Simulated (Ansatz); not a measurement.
# What strain does to TiO₂ (fluorite)

TiO₂ in the fluorite structure, relaxed with r2SCAN in Ansatz. Space group Fm-3m (No. 225), cubic; a = 4.794 Å in the conventional setting, 9.18 Å³ an atom. Ti has 8 O at 2.08 Å; O has 4 Ti at 2.08 Å.

The axes x, y and z are those of this cell:
```
Ti O
1.0
     0.00000    2.39683    2.39683
     2.39683    0.00000    2.39683
     2.39683    2.39683    0.00000
Ti O
1 2
Direct
  0.00000 0.00000 0.00000
  0.25000 0.25000 0.25000
  0.75000 0.75000 0.75000
```

Unstrained: With PBE the valence top lies at X and the conduction bottom at Γ, 1.145 eV higher; the smallest vertical gap, at X, is 1.850 eV. The r2SCAN gap is indirect, 1.508 eV (X to Γ), below the direct gap of 2.205 eV at X. With HSE06 the valence top lies at X and the conduction bottom at Γ, 2.630 eV higher; the smallest vertical gap, at X, is 3.354 eV. Meshes: PBE 10×10×10, r2SCAN 10×10×10, HSE06 6×6×6. Strains are changes of length per length. After each strain the atoms were relaxed again with r2SCAN within the symmetry that the strain leaves, so tilts or polar shifts that break it weren't tested; points keep the names that they have in the unstrained zone. All values are calculated for a non-magnetic cell, which may be hypothetical.

Changes of the least gap in eV (an overlap counts as a negative gap):
```tsv
strain	volume change (%)	space group	PBE	r2SCAN	HSE06	energy rise, r2SCAN (meV/atom)
uniaxial +5.29 % along x	+5.3	I4/mmm	-0.386	-0.407	-0.449	48.7
biaxial -2.89 % in x and y, z held	-5.7	I4/mmm	-0.172	-0.161	-0.156	38.3
isotropic -2.58 % on every length	-7.5	Fm-3m	+0.061	+0.081	+0.105	51.6
```

Uniaxial +5.29 % along x, other directions held. HSE06: the gap goes from 2.630 to 2.181 eV (-0.449 eV). Stress change with r2SCAN, compression positive: xx -30.80, yy -3.28, zz -3.28 GPa.

Biaxial -2.89 % in x and y, z held. HSE06: the gap goes from 2.630 to 2.474 eV (-0.156 eV). Stress change with r2SCAN, compression positive: xx +24.65, yy +24.65, zz +5.97 GPa.

Isotropic -2.58 % on every length. HSE06: the gap goes from 2.630 to 2.735 eV (+0.105 eV). Stress change with r2SCAN, compression positive: xx +25.53, yy +25.53, zz +25.53 GPa. For HSE06, dE_g/d ln V = -1.3 eV over this step.

The meshes of the hybrids are coarse, so their gaps aren't converged to the digits shown.
